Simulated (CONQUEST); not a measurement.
**CdSe under changes of volume**

One of the cells (28.942 Å³/atom); the others are scaled copies at fixed shape and fractional positions:

```xyz
4
Lattice="4.3420 0.0000 0.0000 0.0000 4.3420 0.0000 0.0000 0.0000 6.1405" Properties=species:S:1:pos:R:3 pbc="T T T"
Cd    0.0000    0.0000    0.0000
Cd    2.1710    2.1710    3.0703
Se    0.0000    2.1710    4.6054
Se    2.1710    0.0000    1.5351
```

Measurements of this composition are mostly on another form, of space group No. 186.

| Property | Result |
| --- | --- |
| Program | CONQUEST 1.3 |
| Functional | LDA |
| Potentials or basis | PseudoDojo NC LDA, DZP, grid of 48 × 48 × 60 points |
| k mesh | 6 × 6 × 5 |
| Occupations | fermi-dirac, width 0.05 eV |
| Spin | no spin polarisation |

| volume (Å³/atom) | energy over the lowest point (meV/atom) | pressure (GPa) | gap on the mesh (eV) |
| --- | --- | --- | --- |
| 27.206 | 0.75 | 0.8 | 0.60 |
| 27.784 | 0.00 | -0.4 | 0.54 |
| 28.363 | 3.40 | -1.5 | 0.49 |
| 28.942 | 10.63 | -2.5 | 0.44 |
| 29.521 | ? | ? | ? |
| 30.100 | 34.25 | -4.1 | 0.35 |
| 30.679 | 50.30 | -4.7 | 0.30 |

**Question.** What does the run at 29.521 Å³/atom give?

**Answer.** Energy over the lowest point 20.98 meV/atom; pressure -3.3 GPa; gap on the mesh 0.39 eV.

Worked out: A Birch-Murnaghan fit of order 3 (a polynomial in V^(-2/3)) to the other rows has its minimum at 27.59 Å³/atom with B0 = V·E''(V) = 57 GPa and B' = 4.5. It gives 20.96 meV/atom at 29.521 Å³/atom, against the run's 20.98, and -dE/dV = -3.3 GPa, against -3.3. A straight line through the other rows of the gap, of slope -2.45 eV per unit of ln V, gives 0.39 eV, against the run's 0.39.

Energies are extrapolated to zero smearing.

Caveats: an odd mesh through Γ misses points on the zone boundary, where band edges often lie; the basis of atomic orbitals isn't converged, which shifts pressures, moduli and gaps. Spin-orbit coupling on Cd, Se is left out.
